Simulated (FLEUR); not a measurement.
**Co under changes of volume**

One of the cells (10.688 Å³/atom); the others are scaled copies at fixed shape and fractional positions:

```
CELL_PARAMETERS angstrom
2.47056 0.00000 0.00000
-1.23528 2.13957 0.00000
0.00000 0.00000 8.08823
ATOMIC_POSITIONS crystal
Co 0.66667 0.33333 0.75000
Co 0.00000 0.00000 0.50000
Co 0.33333 0.66667 0.25000
Co 0.00000 0.00000 0.00000
```

```yaml
Program: FLEUR MaX-R8.1 (later development tree)
Functional: PBE
Potentials_or_basis: all-electron
Basis: FLAPW
Kmax: 4.67 1/bohr
k_mesh: 12 × 12 × 4
Occupations: fermi-dirac, width 0.05 eV
Spin: collinear spin, ferromagnetic start
Starting_moments: "[2.0, 2.0, 2.0, 2.0] μB"
```

```tsv
volume (Å³/atom)	energy over the lowest point (meV/atom)	moment (μB per cell)
10.047	49.25	6.27
10.261	?	?
10.688	0.68	6.61
11.116	0.00	6.74
11.330	7.34	6.80
```

**Question.** What does the run at 10.261 Å³/atom give?

**Answer.** Energy over the lowest point 26.06 meV/atom; moment 6.41 μB per cell.

Worked out: A Birch-Murnaghan fit of order 2 (a polynomial in V^(-2/3)) to the other rows has its minimum at 10.91 Å³/atom with B0 = V·E''(V) = 210 GPa at fixed shape and positions, which overstates the stiffness. It gives 25.85 meV/atom at 10.261 Å³/atom, against the run's 26.06. A parabola through the other rows of the moment, of slope 0.559 μB per Å³/atom there, gives 6.40 μB, against the run's 6.41.

Energies are extrapolated to zero smearing.
